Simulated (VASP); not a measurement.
Crystal: BaZrO3.

```
Ba Zr O
1.0
     4.19134    0.00000    0.00000
     0.00000    4.19134    0.00000
     0.00000    0.00000    4.19134
Ba Zr O
1 1 3
Cartesian
  0.0000 0.0000 0.0000
  2.0957 2.0957 2.0957
  2.0957 2.0957 0.0000
  2.0957 0.0000 2.0957
  0.0000 2.0957 2.0957
```

* Program: VASP 6.6.1
* Task: relaxation of cell and atoms
* Functional: PBE
* Potentials or basis: VASP PAW PBE potentials, release 64 (Ba_sv, Zr_sv, O)
* Cutoff: 600 eV
* k mesh: 6 × 6 × 6
* Occupations: gaussian, width 0.02 eV
* Spin: no spin polarisation

At the start: pressure 4.9 GPa; volume 14.73 Å³/atom.

Task: How do energy, volume and symmetry change on relaxing?

Result: Over 3 steps the energy falls by 7.0 meV/atom and the volume is 15.19 Å³/atom (+3.2 %); space group Pm-3m (No. 221, to 0.05 Å).

The path:
| step | energy change (eV) | largest force (eV/Å) | pressure (GPa) | volume (Å³) |
| --- | --- | --- | --- | --- |
| 1 | 0.0000 | 0.0000 | 4.90 | 73.63 |
| 2 | 0.0039 | 0.0000 | -4.64 | 78.54 |
| 3 | -0.0348 | 0.0000 | -0.05 | 75.97 |

Final structure:
```
Ba Zr O
1.0
     4.23520    0.00000    0.00000
     0.00000    4.23520    0.00000
     0.00000    0.00000    4.23520
Ba Zr O
1 1 3
Direct
  0.00000 0.00000 0.00000
  0.50000 0.50000 0.50000
  0.50000 0.50000 0.00000
  0.50000 0.00000 0.50000
  0.00000 0.50000 0.50000
```
